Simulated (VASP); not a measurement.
A run of VASP 6.6.1 is set up as follows.

INCAR

```
SYSTEM = Al
PREC = Accurate
ENCUT = 600
EDIFF = 1E-7
ISMEAR = 1
SIGMA = 0.1
LREAL = .False.
LASPH = .True.
NELM = 80
ALGO = Normal
ISIF = 2
LWAVE = .False.
LCHARG = .False.
GGA = PS
IBRION = 2
NSW = 40
EDIFFG = -0.01
```

The input KPOINTS:

```
Automatic mesh
0
Gamma
  16 16 16
  0 0 0
```

The input POSCAR:

```
Al                                      
1.0
    0.0000000000      2.0078218401      2.0078218401
    2.0078218401      0.0000000000      2.0078218401
    2.0078218401      2.0078218401      0.0000000000
  Al            
     1
Direct
     0.0000000000000000    0.0000000000000000    0.0000000000000000
```

Potentials or basis: VASP PAW PBE potentials, release 64 (Al).

Launch:

```bash
$ cat potpaw_PBE.64/Al/POTCAR > POTCAR
$ mpirun -np 1 vasp_std > vasp.out
```

Problem. Estimate the band gap on the k mesh.

Solution. None (metal or under the smearing width).

Final structure:
```
Al
1.0
     0.00000    2.00782    2.00782
     2.00782    0.00000    2.00782
     2.00782    2.00782    0.00000
Al
1
Direct
  0.00000 0.00000 0.00000
```

Caveat: the relaxation stopped at its first step, so nothing moved.
